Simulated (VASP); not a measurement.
# ZnO (zincite) (P6_3mc) in VASP: notebook

The runs below take ZnO (zincite) through dielectric tensor, with PBE.

All numbers are computed with VASP 6.6.1; they aren't measurements. Logs are shortened: lines on timing, memory, paths and dates and some standing lists are left out, and cuts for length are marked.

## (1) The structure

Symmetry: P6_3mc, No. 186, hexagonal system. The conventional cell has a = 3.249 Å, b = 3.249 Å, c = 5.206 Å, α = 90.00°, β = 90.00°, γ = 120.00°. Zn (site symmetry 3m) has 4 O at 1.97 to 1.98 Å as nearest neighbours. O (site symmetry 3m) has 4 Zn at 1.97 to 1.98 Å as nearest neighbours.

## (2) Dielectric tensor, PBE

Contents of INCAR:

```
PREC     = Accurate       # precision mode
ENCUT    = 400            # plane-wave cutoff, eV
EDIFF    = 1E-6           # SCF threshold, eV
ISMEAR   = 0              # smearing method
SIGMA    = 0.01           # smearing width, eV
LREAL    = False          # projectors in reciprocal space
LASPH    = True           # aspherical terms in the spheres
NELM     = 100            # most SCF steps
ALGO     = Normal         # electronic algorithm
ISIF     = 2              # what is computed and relaxed
LWAVE    = False          # write WAVECAR
LCHARG   = False          # write CHGCAR
GGA      = PE             # functional
LEPSILON = True           # dielectric tensor by DFPT
```

Contents of KPOINTS:

```
Automatic mesh
0
Gamma
  7 7 4
```

Contents of POSCAR:

```
ZnO
1.0
    3.2493080000      0.0000000000      0.0000000000
   -1.6246540000      2.8139832727      0.0000000000
    0.0000000000      0.0000000000      5.2057090000
Zn O
2 2
Direct
    0.6666666667      0.3333333333      0.0000000000
    0.3333333333      0.6666666667      0.5000000000
    0.3333333333      0.6666666667      0.8790100000
    0.6666666667      0.3333333333      0.3790100000
```

Potentials or basis: VASP PAW PBE potentials, release 64 (Zn, O).

Started as:

```
$ cat potpaw_PBE.64/Zn/POTCAR potpaw_PBE.64/O/POTCAR > POTCAR
$ mpirun -np 1 vasp_std > vasp.out
```

OUTCAR:

```text
PREC = Accurate
   ENCUT = 400
   EDIFF = 1E-6
   ISMEAR = 0
   LREAL = False
   LASPH = True
   NELM = 100
   ISIF = 2
   GGA = PE
   LEPSILON = True

 Found     24 irreducible k-points:

 Following reciprocal coordinates:
            Coordinates               Weight
  0.000000  0.000000  0.000000      1.000000
  0.142857  0.000000  0.000000      6.000000
  0.285714  0.000000  0.000000      6.000000
  0.428571 -0.000000  0.000000      6.000000
  0.142857  0.142857  0.000000      6.000000
  0.285714  0.142857  0.000000     12.000000
   k-points           NKPTS =     24   k-points in BZ     NKDIM =     24   number of bands    NBANDS=     22
   number of dos      NEDOS =    301   number of ions     NIONS =      4
   total plane-waves  NPLWV =  20736
   dimension x,y,z NGX =    24 NGY =   24 NGZ =   36
   dimension x,y,z NGXF=    48 NGYF=   48 NGZF=   72
   ions per type =               2   2
   NGX,Y,Z   is equivalent  to a cutoff of  12.28, 12.28, 11.50 a.u.
   NGXF,Y,Z  is equivalent  to a cutoff of  24.56, 24.56, 22.99 a.u.
 SYSTEM =  unknown system
   PREC   = accura    normal or accurate (medium, high low for compatibility)
   ISTART =      0    job   : 0-new  1-cont  2-samecut
   ICHARG =      2    charge: 1-file 2-atom 10-const
   ISPIN  =      1    spin polarized calculation?
   LNONCOLLINEAR =      F non collinear calculations
   LSORBIT =      F    spin-orbit coupling
   LASPH  =      T    aspherical Exc in radial PAW
   ENCUT  =  400.0 eV  29.40 Ry    5.42 a.u.   5.30  5.30  8.49*2*pi/ulx,y,z
   NELM   =    100;   NELMIN=  2; NELMDL= -5     # of ELM steps
   EDIFF  = 0.1E-05   stopping-criterion for ELM
   LREAL  =      F    real-space projection
   EDIFFG = 0.1E-04   stopping-criterion for IOM
   NSW    =      0    number of steps for IOM
   IBRION =     -1    ionic relax: 0-MD 1-quasi-New 2-CG
   NFREE  =      0    steps in history (QN), initial steepest desc. (CG)
   ISIF   =      2    stress and relaxation
   ISYM   =      2    0-nonsym 1-usesym 2-fastsym
   POTIM  = 0.5000    time-step for ionic-motion
   TEBEG  =    0.0;   TEEND  =   0.0 temperature during run
   PSTRESS=    0.0 pullay stress
   NELECT =      36.0000    total number of electrons
   NUPDOWN=      -1.0000    fix difference up-down
   EMIN   =  10.00;   EMAX   =-10.00  energy-range for DOS
   EFERMI =   0.00;   METHOD = LEGACY
   ISMEAR =     0;   SIGMA  =   0.01  broadening in eV -4-tet -1-fermi 0-gaus
   EFERMI_NEDOS =   21; number of points for ismear=-14 and -15
   IALGO  =     38    algorithm
   IMIX   =      4    mixing-type and parameters
     AMIX     =   0.40;   BMIX     =  1.00
     AMIX_MAG =   1.60;   BMIX_MAG =  1.00
  volume/ion in A,a.u.               =      11.90        80.30
  Fermi-wavevector in a.u.,A,eV,Ry     =   1.491574  2.818667 30.270160  2.224794
  Thomas-Fermi vector in A             =   2.604212
   LORBIT       =      0    0 simple, 1 ext, 2 COOP (PROOUT), +10 PAW based schemes
   GGA     = PE    functional components
   LHFCALC =     F    Hartree Fock is set to
   AEXX    =    0.0000 exact exchange contribution
   IVDW    =     0    specifies the selected vdW correction
   LEPSILON=     T    determine dielectric tensor
   LRPA    =     F    only Hartree local field effects (RPA)
 non-spin polarized calculation
 Gauss-broadening in eV      SIGMA  =   0.01
  energy-cutoff  :      400.00
  volume of cell :       47.60
 maximum number of plane-waves:       876
 NGX is ok and might be reduce to    24
   NGX = 11   NGY = 11   NGZ = 17

--------------------------------------- Ionic step        1  -------------------------------------------

 number of electron      36.0000066 magnetization

 E-fermi :   1.2464     XC(G=0): -10.9104

 val. band max:        1.1983769936   @ k =   0.0000   0.0000   0.0000
 cond. band min:       1.9862836224   @ k =   0.0000   0.0000   0.0000
 fundamental gap:      0.7879066288
 Fermi energy:         1.2463555717

 k-point     1 :       0.0000    0.0000    0.0000
  band No.  band energies     occupation
      1     -16.8931      2.00000
      2     -16.1634      2.00000
      3      -4.4864      2.00000
      4      -4.4864      2.00000
      5      -4.4465      2.00000
      6      -4.4326      2.00000
[... 14 lines left out ...]
     21       9.4719      0.00000
     22      14.0528      0.00000

 k-point     2 :       0.1429    0.0000    0.0000
  band No.  band energies     occupation
      1     -16.7848      2.00000
      2     -16.1180      2.00000
      3      -4.6070      2.00000
      4      -4.4249      2.00000
      5      -4.3895      2.00000
      6      -4.3267      2.00000
[... 14 lines left out ...]
     21       9.4565      0.00000
     22      12.3772      0.00000

 k-point     3 :       0.2857    0.0000    0.0000
  band No.  band energies     occupation
      1     -16.5185      2.00000
      2     -16.0245      2.00000
      3      -4.7775      2.00000
      4      -4.4164      2.00000
      5      -4.3071      2.00000
      6      -4.1664      2.00000
[... 14 lines left out ...]
     21       9.3229      0.00000
     22      10.4195      0.00000

 k-point     4 :       0.4286   -0.0000    0.0000
  band No.  band energies     occupation
      1     -16.2593      2.00000
      2     -15.9869      2.00000
      3      -4.7596      2.00000
      4      -4.4950      2.00000
      5      -4.2416      2.00000
      6      -3.9298      2.00000
[... 14 lines left out ...]
     21       8.8478      0.00000
     22       9.7131      0.00000

 k-point     5 :       0.1429    0.1429    0.0000
  band No.  band energies     occupation
      1     -16.5976      2.00000
      2     -16.0482      2.00000
      3      -4.6829      2.00000
      4      -4.4647      2.00000
      5      -4.3044      2.00000
      6      -4.2602      2.00000
[... 14 lines left out ...]
     21       9.4661      0.00000
     22      11.0299      0.00000

 k-point     6 :       0.2857    0.1429    0.0000
  band No.  band energies     occupation
      1     -16.3277      2.00000
      2     -15.9869      2.00000
      3      -4.6800      2.00000
      4      -4.4427      2.00000
      5      -4.2545      2.00000
      6      -4.0656      2.00000
[... 14 lines left out ...]
     21       9.5154      0.00000
     22       9.8510      0.00000

 [... further k-points ...]

  FORCE on cell =-STRESS in cart. coord.  units (eV):
  Direction    XX          YY          ZZ          XY          YZ          ZX
  --------------------------------------------------------------------------------------
  -------------------------------------------------------------------------------------
  Total        0.2460473      0.2460473      0.7622397      0.0000000      0.0000000      0.0000000
  in kB        8.2820316      8.2820316     25.6572367      0.0000000      0.0000000      0.0000000
  external PRESSURE =      14.0737667 kB  Pullay stress =       0.0000000 kB

 VOLUME and BASIS-vectors are now :
 -----------------------------------------------------------------------------
  energy-cutoff  :      400.00
  volume of cell :       47.60
      direct lattice vectors                 reciprocal lattice vectors
     3.249308000  0.000000000  0.000000000     0.307757836  0.177684070  0.000000000
    -1.624654000  2.813983273  0.000000000     0.000000000  0.355368139  0.000000000
     0.000000000  0.000000000  5.205709000     0.000000000  0.000000000  0.192096792

 POSITION                                       TOTAL-FORCE (eV/Angst)
 -----------------------------------------------------------------------------------
      1.62465      0.93799      0.00000        -0.000000      0.000000     -0.074626
     -0.00000      1.87599      2.60285         0.000000     -0.000000     -0.074626
     -0.00000      1.87599      4.57587        -0.000000      0.000000      0.074626
      1.62465      0.93799      1.97302         0.000000     -0.000000      0.074626
 -----------------------------------------------------------------------------------
    total drift:                                0.000000      0.000000     -0.000705

  FREE ENERGIE OF THE ION-ELECTRON SYSTEM (eV)
  ---------------------------------------------------
  free  energy   TOTEN  =       -17.8546245459 eV

  energy  without entropy=      -17.8546245459  energy(sigma->0) =      -17.85462455

 HEAD OF MICROSCOPIC STATIC DIELECTRIC TENSOR (INDEPENDENT PARTICLE, excluding Hartree and local field effects)
 ------------------------------------------------------
           7.232901     0.000000     0.000000
           0.000000     7.232901     0.000000
          -0.000000     0.000000     6.887372
 ------------------------------------------------------

 Free energy of the ion-electron system (eV)
  ---------------------------------------------------
  ---------------------------------------------------
  free energy    TOTEN  =        -0.84238235 eV

  energy without entropy =       -0.84238235

------------------------ aborting loop because EDIFF is reached ----------------------------------------

--------------------------------------- Ionic step        2  -------------------------------------------

------------------------ aborting loop because EDIFF is reached ----------------------------------------

--------------------------------------- Ionic step        3  -------------------------------------------

 Free energy of the ion-electron system (eV)
  ---------------------------------------------------
  ---------------------------------------------------
  free energy    TOTEN  =        -0.79776590 eV

  energy without entropy =       -0.79776590

------------------------ aborting loop because EDIFF is reached ----------------------------------------

 PIEZOELECTRIC TENSOR FIELD DIRECTION 3  (e Angst)
 -----------------------------------------------------------------------------
     1.16599  0.00000  0.00000           (  0.04534  0.00000  0.00000)
     0.00000  1.16599  0.00000           (  0.00000  0.04534  0.00000)
     0.00000  0.00000 -2.35988           (  0.00000  0.00000 -0.12011)

 PIEZOELECTRIC TENSOR FIELD DIRECTION 3  (C/m^2)
 -----------------------------------------------------------------------------
     0.39248  0.00000  0.00000
     0.00000  0.39248  0.00000
     0.00000  0.00000 -0.79434

 MACROSCOPIC STATIC DIELECTRIC TENSOR (including local field effects in DFT)
 ------------------------------------------------------
           7.126471    -0.000000    -0.000000
           0.000000     7.126471     0.000000
           0.000000    -0.000000     6.799020
 ------------------------------------------------------

 PIEZOELECTRIC TENSOR (including local field effects)  for field in x, y, z        (e  Angst)
          XX          YY          ZZ          XY          YZ          ZX
  --------------------------------------------------------------------------------
  x     0.00000     0.00000     0.00000    -0.00000     0.00000     1.24122
  y    -0.00000     0.00000    -0.00000     0.00000     1.24122     0.00000
  z     1.16599     1.16599    -2.35988     0.00000     0.00000     0.00000

 PIEZOELECTRIC TENSOR (including local field effects)  for field in x, y, z        (C/m^2)
          XX          YY          ZZ          XY          YZ          ZX
  --------------------------------------------------------------------------------
  x     0.00000     0.00000     0.00000    -0.00000     0.00000     0.41780
  y    -0.00000     0.00000    -0.00000     0.00000     0.41780     0.00000
  z     0.39248     0.39248    -0.79434     0.00000     0.00000     0.00000

 BORN EFFECTIVE CHARGES (including local field effects) (in |e|, cummulative output)
 ---------------------------------------------------------------------------------
 ion    1
    1     2.17572     0.00000     0.00000
    2    -0.00000     2.17572    -0.00000
    3     0.00000     0.00000     2.21265
 ion    2
    1     2.17572     0.00000     0.00000
    2     0.00000     2.17572    -0.00000
    3     0.00000    -0.00000     2.21265
 ion    3
    1    -2.17572     0.00000     0.00000
    2     0.00000    -2.17572     0.00000
    3     0.00000    -0.00000    -2.21265
 ion    4
    1    -2.17572     0.00000     0.00000
    2     0.00000    -2.17572     0.00000
    3     0.00000    -0.00000    -2.21265
```

Run time: 99 s. Hardware: 1 thread of Intel Xeon Platinum 8488C (Sapphire Rapids), shared host; peak memory 0.23 GiB.

These settings aren't checked as converged: the numbers below hold their error.

What came out:

| Item | Value |
| --- | --- |
| Band gap on the k mesh | 0.79 eV, direct |
| Electronic dielectric tensor (diagonal) | 7.13, 7.13, 6.80 |
| Born charges (mean of the diagonal) | Zn +2.19; O -2.19 e |

Caveat: the cutoff is under 1.25 times the usual one of these potentials, so pressure, stress and relaxed cells hold a basis-set (Pulay) error.

(Part 1 of 2 ends here.)
